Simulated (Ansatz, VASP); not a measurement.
**Two plane-wave programs on Be**

INCAR

```
  PREC = Accurate
  ENCUT = 520
  EDIFF = 1E-6
  ISMEAR = 1
  SIGMA = 0.1
  LREAL = F
  LASPH = T
  NELM = 100
  ALGO = Normal
  ISIF = 2
  LWAVE = F
  LCHARG = T
  GGA = B5
  ALDAX = 1.0
  AGGAX = 1.0
  AGGAC = 1.0
  ALDAC = 0.0
  LELF = T
  LVHAR = T
  NBANDS = 7
```

The input KPOINTS:

```
regular mesh
0
Gamma
  11 11 11
```

The input POSCAR:

```
Be
1.0
   -1.2625510000      1.2238000000      1.2869020000
    1.2457590000     -1.2355560000      1.2818670000
    1.2544850000      1.2274900000     -1.2986590000
Be
1
Direct
   -0.0036270000      0.0020660000      0.0020780000
```

Contents of input.yaml:

```yaml
crystal:
  lattice:
    - [-1.262551, 1.2238, 1.286902]
    - [1.245759, -1.235556, 1.281867]
    - [1.254485, 1.22749, -1.298659]
  atoms:
    - { symbol: Be, position: [-0.003627, 0.002066, 0.002078] }
hamiltonian:
  xc: blyp
  pseudopotentials: { kind: nc, accuracy: stringent, xc_functional: pbesol }
kpoints:
  mp_grid: { grid: [11, 11, 11] }
scf:
  occupations: { method: cold, width: 0.1 }
output:
  forces: true
  stress: true
  eigenvalues: true
```

Change from the starting cell: cell strained at random at fixed volume.

Alike in both runs: task single point; functional BLYP; k mesh 11 × 11 × 11; no spin polarisation.

```csv
,VASP,Ansatz
version,VASP 6.6.1,Ansatz 0.2.0
potentials or method,"VASP PAW PBE potentials, release 64 (Be)",PseudoDojo stringent (PBEsol files)
plane-wave cutoff (eV),520,1442
occupations,"methfessel-paxton of order 1, width 0.1 eV","cold, width 0.1 eV"
valence electrons in the cell,2,4
```

VASP gave:

```
gap on the k mesh at the Fermi level (eV)       : none
pressure (GPa)                                  : -0.4
largest component of the traceless stress (GPa) : 2.13
```

Which values does Ansatz return?

gap on the k mesh at the Fermi level (eV): none; pressure (GPa): -0.4; largest component of the traceless stress (GPa): 1.98.

A gap of «none» marks a metal or a gap that the smearing closes. The two sets of potentials don't hold the same shells in valence.

Caveats: the PAW data sets were made with another functional, which shifts forces and pressure a little (VASP); the potentials were made for another functional, which shifts forces and pressure (Ansatz); the pressure holds a Pulay correction of +0.4 GPa for the finite cutoff (Ansatz).
